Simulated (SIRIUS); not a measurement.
# HgTe (Coloradoite) (F-43m) in SIRIUS: equation of state

Aim: energy against volume of HgTe (Coloradoite) in PBEsol, for its equilibrium volume and stiffness.

Everything below comes from runs of SIRIUS, more than one build. Logs are shortened: lines on timing, memory, paths and dates and some standing lists are left out, and cuts for length are marked. The log counts tension as positive stress, the text compression.

**Experimental background.**

A printed reference work, monograph reports, for a bulk crystal of HgTe: bulk modulus 43 GPa.

How close the calculation comes is told below.

### 1 The crystal as given

Symmetry: F-43m, No. 216, cubic system. Conventional cell: a = 6.429 Å, b = 6.429 Å, c = 6.429 Å, α = 90.00°, β = 90.00°, γ = 90.00°. Hg (site symmetry -43m) is surrounded by 4 Te at 2.78 Å. Te (site symmetry -43m) has 4 Hg at 2.78 Å as nearest neighbours.

### 2 Single point, PBEsol, 31.22 Å³/atom (volume scaled by 0.94)

Input file sirius.json:

```json
{
  "control": {
    "processing_unit": "cpu",
    "verbosity": 2,
    "num_bands_to_print": 27,
    "print_forces": true,
    "print_stress": true
  },
  "parameters": {
    "electronic_structure_method": "pseudopotential",
    "xc_functionals": ["XC_GGA_X_PBE_SOL", "XC_GGA_C_PBE_SOL"],
    "gk_cutoff": 9.0,
    "pw_cutoff": 18.0,
    "ngridk": [7, 7, 7],
    "shiftk": [0, 0, 0],
    "smearing": "fermi_dirac",
    "smearing_width": 0.0018374661,
    "num_bands": 27,
    "num_mag_dims": 0,
    "num_dft_iter": 100,
    "energy_tol": 1e-08,
    "density_tol": 1e-06
  },
  "iterative_solver": {
    "type": "davidson",
    "min_tolerance": 1e-09,
    "tolerance_scale": [0.1, 0.25]
  },
  "mixer": {
    "type": "anderson",
    "beta": 0.7,
    "max_history": 8
  },
  "settings": {
    "tol_ne": 1e-10,
    "pseudo_grid_cutoff": 6.5
  },
  "unit_cell": {
    "lattice_vectors": [
      [0.0, 5.950519942321, 5.950519942321],
      [5.950519942321, 0.0, 5.950519942321],
      [5.950519942321, 5.950519942321, 0.0]
    ],
    "atom_coordinate_units": "lattice",
    "atom_types": ["Hg", "Te"],
    "atom_files": {
      "Te": "Te.json",
      "Hg": "Hg.json"
    },
    "atoms": {
      "Hg": [
        [0.0, 0.0, 0.0]
      ],
      "Te": [
        [0.75, 0.75, 0.75]
      ]
    }
  }
}
```

Potentials or basis: PseudoDojo 0.4.1 PBEsol standard (scalar relativistic).

Command:

```sh
$ upf_to_json Te.upf
$ upf_to_json Hg.upf
$ OMP_NUM_THREADS=1 sirius.scf --input=sirius.json --output=out.json --task=0
```

Output:

```text
[info] SIRIUS version : 7.10.0
[info] number of MPI ranks           : 1
[info] MPI grid                      : 1 1
[info] maximum number of OMP threads : 1
[fft] FFT context for density and potential
[fft] =====================================
[fft]   comm size                             : 1
[fft]   plane wave cutoff                     : 18
[fft]   grid size                             : 54 54 54   total : 157464
[fft]   grid limits                           : -26 27   -26 27   -26 27
[fft]   number of G-vectors within the cutoff : 20696
[fft]   local number of G-vectors             : 20696
[fft]   number of G-shells                    : 1096
[fft] FFT context for coarse grid
[fft] =====================================
[fft]   comm size                             : 1
[fft]   plane wave cutoff                     : 18
[fft]   grid size                             : 54 54 54   total : 157464
[fft]   grid limits                           : -26 27   -26 27   -26 27
[fft]   number of G-vectors within the cutoff : 20696
[fft]   local number of G-vectors             : 20696
[fft]   number of G-shells                    : 1096
[unit cell] lattice vectors
[unit cell]   a1 :       0.0000000000      5.9505199423      5.9505199423
[unit cell]   a2 :       5.9505199423      0.0000000000      5.9505199423
[unit cell]   a3 :       5.9505199423      5.9505199423      0.0000000000
[unit cell] reciprocal lattice vectors
[unit cell]   b1 :      -0.5279526300      0.5279526300      0.5279526300
[unit cell]   b2 :       0.5279526300     -0.5279526300      0.5279526300
[unit cell]   b3 :       0.5279526300      0.5279526300     -0.5279526300
[unit cell] unit cell volume :       421.40020320 [a.u.^3]
[unit cell] 1/sqrt(omega)    :         0.04871387
[unit cell] MT volume        :         0.00000000 ( 0.00%)
[unit cell] IT volume        :       421.40020320 (100.00%)
[unit cell] number of atom types : 2
[unit cell] type id : 0 symbol : Hg mt_radius :  12.450000 num_atoms : 1
[unit cell] type id : 1 symbol : Te mt_radius :  12.930000 num_atoms : 1
[unit cell] total number of atoms : 2
[unit cell] number of symmetry classes : 2
[unit cell] number of PAW atoms : 0
[unit cell] atom id  type id  class id             position                      vector_field
[unit cell] ------------------------------------------------------------------------------------------
[unit cell]      0        0        0      0.00000   0.00000   0.00000      0.00000   0.00000   0.00000
[unit cell]      1        1        1      0.75000   0.75000   0.75000      0.00000   0.00000   0.00000
[unit cell] atom id         position (Cartesian, a.u.)
[unit cell] ---------------------------------------------
[unit cell]      0       0.000000    0.000000    0.000000
[unit cell]      1       8.925780    8.925780    8.925780
[unit cell] class id : 0 atom id : 0
[unit cell] class id : 1 atom id : 1
[unit cell] minimum bond length:     5.153301
[unit cell] total number of pseudo wave-functions: 19
[sym] space group number   : 216
[sym] international symbol : F-43m
[sym] Hall symbol          : F -4 2 3
[sym] space group transformation matrix :
[sym]   0.0000  0.5000  0.5000
[sym]  -0.5000 -0.5000  0.0000
[sym]   0.5000  0.0000  0.5000
[sym] space group origin shift :
[sym]   0.0000  0.0000  0.0000
[sym] number of space group operations  : 24
[sym] number of magnetic group operations : 24
[sym] metric tensor error: 0.0000e+00
[... 279 lines left out ...]
[diagonalize] ik:    2   -3.874666   -1.974160   -1.974156   -1.974156   -0.989445   -0.989423   -0.989423   -0.988992   -0.988992   -0.079792    0.085861    0.085861    0.090508    0.105662    0.105662    0.220163    0.341587    0.341587    0.399534    0.547831    0.547831    0.563874    0.644396    0.687262    0.687262    0.790006    0.870027
[diagonalize] ik:    3   -3.874666   -1.974163   -1.974157   -1.974157   -0.989454   -0.989419   -0.989419   -0.988989   -0.988989   -0.070797    0.087401    0.087401    0.106432    0.106432    0.109783    0.160886    0.328919    0.328919    0.393980    0.550944    0.550944    0.612380    0.650373    0.728682    0.728682    0.812186    0.836492
[diagonalize] ik:    4   -3.874666   -1.974157   -1.974156   -1.974156   -0.989439   -0.989425   -0.989425   -0.988998   -0.988992   -0.088666    0.082326    0.084603    0.084603    0.104712    0.106142    0.289341    0.344458    0.344458    0.423370    0.485436    0.551212    0.551212    0.639311    0.667595    0.733713    0.752105    0.752105
[diagonalize] ...
[diagonalize] ik:   15   -3.874666   -1.974163   -1.974159   -1.974158   -0.989475   -0.989412   -0.989408   -0.989000   -0.988972   -0.060687    0.088872    0.096611    0.097989    0.107814    0.128225    0.151228    0.258455    0.278226    0.443155    0.474929    0.647517    0.671640    0.693961    0.755837    0.806430    0.816204    0.861485
[diagonalize] ik:   16   -3.874666   -1.974161   -1.974158   -1.974157   -0.989454   -0.989422   -0.989417   -0.988996   -0.988983   -0.072096    0.087290    0.089689    0.094073    0.105724    0.107711    0.204099    0.280352    0.315507    0.457104    0.501403    0.553832    0.612137    0.659962    0.752566    0.756518    0.780006    0.819406
[diagonalize] ik:   17   -3.874666   -1.974162   -1.974159   -1.974157   -0.989452   -0.989429   -0.989413   -0.988992   -0.988982   -0.065186    0.089555    0.091142    0.101846    0.106095    0.117252    0.164915    0.261277    0.299782    0.463592    0.524331    0.561208    0.633132    0.668365    0.736406    0.761319    0.810114    0.863233
[diagonalize] ik:   18   -3.874666   -1.974162   -1.974159   -1.974158   -0.989466   -0.989420   -0.989408   -0.988997   -0.988975   -0.062120    0.089865    0.094279    0.098716    0.107045    0.122233    0.161378    0.261365    0.274296    0.464903    0.488380    0.592254    0.654230    0.701018    0.771322    0.789947    0.815807    0.855057
[diagonalize] ik:   19   -3.874666   -1.974161   -1.974160   -1.974158   -0.989454   -0.989432   -0.989408   -0.988993   -0.988978   -0.061347    0.090764    0.093836    0.102421    0.104781    0.129440    0.151574    0.247517    0.277804    0.475988    0.528879    0.576773    0.607488    0.698280    0.746700    0.814771    0.824776    0.856365
[find] Charges and magnetic moments
[find] --------------------------------------------------------------------------------
[find] total charge          : 36.000000
[find] Energy
[find] --------------------------------------------------------------------------------
[find] valence_eval_sum               :     -27.07772433
[find] <rho|V^{XC}>                   :     -35.29500812
[find] <rho|E^{XC}>                   :     -51.86230290
[find] <mag|B^{XC}>                   :       0.00000000
[find] <rho|V^{H}>                    :     159.33736691
[find] one-electron contribution      :    -151.12008312 (Ha),    -302.24016624 (Ry)
[find] hartree contribution           :      79.66868345
[find] xc contribution                :     -51.86230290
[find] ewald contribution             :    -147.92440726
[find] PAW contribution               :       0.00000000
[find] smearing (-TS)                 :      -0.00002320
[find] SCF correction                 :       0.00000258
[find] Total energy                   :    -271.23810725 (Ha),    -542.47621450 (Ry)
[find] Free energy (E-TS)             :    -271.23813045 (Ha),    -542.47626089 (Ry)
[find] band gap (eV)                  :       0.00000000
[find] Efermi                         :       0.37112726
[find] iteration : 10, RMS : 1.909054593732e-08, energy difference : -2.967226464534e-11
[find] Hartree energy of density residual : 2.513943206147e-14
[find] bands are converged : true
[find] iterative solver converged : true
[find] converged after 11 SCF iterations!
[find] Charges and magnetic moments
[find] --------------------------------------------------------------------------------
[find] total charge          : 36.000000
[find] Energy
[find] --------------------------------------------------------------------------------
[find] valence_eval_sum               :     -27.07772433
[find] <rho|V^{XC}>                   :     -35.29500812
[find] <rho|E^{XC}>                   :     -51.86230290
[find] <mag|B^{XC}>                   :       0.00000000
[find] <rho|V^{H}>                    :     159.33736691
[find] one-electron contribution      :    -151.12008312 (Ha),    -302.24016624 (Ry)
[find] hartree contribution           :      79.66868345
[find] xc contribution                :     -51.86230290
[find] ewald contribution             :    -147.92440726
[find] PAW contribution               :       0.00000000
[find] smearing (-TS)                 :      -0.00002320
[find] SCF correction                 :       0.00000258
[find] Total energy                   :    -271.23810725 (Ha),    -542.47621450 (Ry)
[find] Free energy (E-TS)             :    -271.23813045 (Ha),    -542.47626089 (Ry)
[find] band gap (eV)                  :       0.00000000
[find] Efermi                         :       0.37112726
[ground_state] === stress tensor components [kbar] ===
[ground_state] === stress_kin ===
[ground_state] -48672.464434   -0.000000    0.000000
[ground_state]    -0.000000-48672.464434    0.000000
[ground_state]     0.000000    0.000000-48672.464434
[ground_state] === stress_har ===
[ground_state] -18540.833363   -0.000000    0.000000
[ground_state]    -0.000000-18540.833363    0.000000
[ground_state]     0.000000    0.000000-18540.833363
[ground_state] === stress_ewald ===
[ground_state] 34425.594429    0.000000   -0.000000
[ground_state]     0.00000034425.594429   -0.000000
[ground_state]    -0.000000   -0.00000034425.594429
[ground_state] === stress_vloc ===
[ground_state] 16039.562708    0.000000    0.000000
[ground_state]     0.00000016039.562708   -0.000000
[ground_state]     0.000000   -0.00000016039.562708
[ground_state] === stress_xc ===
[ground_state] -11426.946623   -0.000000    0.000000
[ground_state]    -0.000000-11426.946623    0.000000
[ground_state]     0.000000    0.000000-11426.946623
[ground_state] === stress_core ===
[ground_state] 19537.084897    0.000000   -0.000000
[ground_state]     0.00000019537.084897   -0.000000
[ground_state]    -0.000000   -0.00000019537.084897
[ground_state] === stress_nonloc ===
[ground_state]  8582.689270    0.000000    0.000000
[ground_state]     0.000000 8582.689270   -0.000000
[ground_state]     0.000000   -0.000000 8582.689270
[ground_state] === stress_us_nl ===
[ground_state]  8582.689270    0.000000    0.000000
[ground_state]     0.000000 8582.689270   -0.000000
[ground_state]     0.000000   -0.000000 8582.689270
[ground_state] === stress_total ===
[ground_state]   -55.313116   -0.000000   -0.000000
[ground_state]    -0.000000  -55.313116    0.000000
[ground_state]    -0.000000    0.000000  -55.313116
[ground_state] ==== total Forces in Ha/bohr =====
[ground_state] atom:    0, force:       0.0000000      0.0000000     -0.0000000
[ground_state] atom:    1, force:       0.0000000      0.0000000     -0.0000000
[ground_state] ==== ultrasoft contribution from Qij =====
[ground_state] atom:    0, force:       0.0000000      0.0000000      0.0000000
[ground_state] atom:    1, force:       0.0000000      0.0000000      0.0000000
[ground_state] ==== non-local contribution from Beta-projector =====
[ground_state] atom:    0, force:       0.0000000      0.0000000      0.0000000
[ground_state] atom:    1, force:       0.0000000      0.0000000      0.0000000
[ground_state] ==== contribution from local potential =====
[ground_state] atom:    0, force:      -0.0000000      0.0000000      0.0000000
[ground_state] atom:    1, force:      -0.0000000      0.0000000      0.0000000
[ground_state] ==== contribution from core density =====
[ground_state] atom:    0, force:       0.0000000     -0.0000000      0.0000000
[ground_state] atom:    1, force:       0.0000000      0.0000000      0.0000000
[ground_state] ==== Ewald forces from ions =====
[ground_state] atom:    0, force:       0.0000000      0.0000000     -0.0000000
[ground_state] atom:    1, force:       0.0000000      0.0000000     -0.0000000
[~DFT_ground_state] local op. applied: 13898
[~DFT_ground_state] evp. work count: 1982.44
[~DFT_ground_state] number of iterative solver steps: 847
```

It took 85 s on 1 thread of Arm Neoverse V1, shared host; peak memory 0.45 GiB.

What came out:

| Property | Result |
| --- | --- |
| Free energy | -7380.7655 eV |
| Pressure | 5.5 GPa |
| Band gap on the k mesh | 0.00 eV |

Caveat: spin-orbit coupling is left out, which moves the levels of the heavy elements; an odd mesh through Γ misses points on the zone boundary, where band edges often lie.

[end of part 1 of 3]
